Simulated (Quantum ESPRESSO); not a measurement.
Runs of Quantum ESPRESSO 7.5 on InP. It takes space group F-43m (No. 216, cubic). The conventional cell has a = 5.861 Å, b = 5.861 Å, c = 5.861 Å, α = 90.00°, β = 90.00°, γ = 90.00°. Around In (site symmetry -43m) lie 4 P at 2.54 Å. P (site symmetry -43m) is surrounded by 4 In at 2.54 Å. 

```csv
task,level,potentials or basis,cell,form of the LDA correlation,pressure (GPa)
phonons,LDA,GBRV 1.5 LDA,relaxed to 25 GPa,PZ81,25.8
dielectric tensor,AM05,GBRV 1.5 PBE,as given,-,0.8
phonons,LDA,GBRV 1.5 LDA,relaxed to 50 GPa,PZ81,50.9
dielectric tensor,WC,GBRV 1.5 PBE,as given,-,0.6
phonons,LDA,GBRV 1.5 LDA,relaxed,PZ81,0.1
dielectric tensor,PBEsol,GBRV 1.5 PBEsol,as given,-,(a)
dielectric tensor,BLYP,GBRV 1.5 PBE,as given,-,6.6
phonons,LDA,GBRV 1.5 LDA,relaxed to 10 GPa,PZ81,10.5
```

Alike in all rows: no spin polarisation; k mesh 6 × 6 × 6, shifted; cutoff (eV) 762; smearing fermi-dirac 0.05 eV.

Question: Estimate the missing entries.

Answer: (a) 0.4.

Caveats: the cell is more than 3 GPa from zero pressure, which shifts response properties (some runs); the potentials were made for another functional, which shifts forces and pressure (some runs).
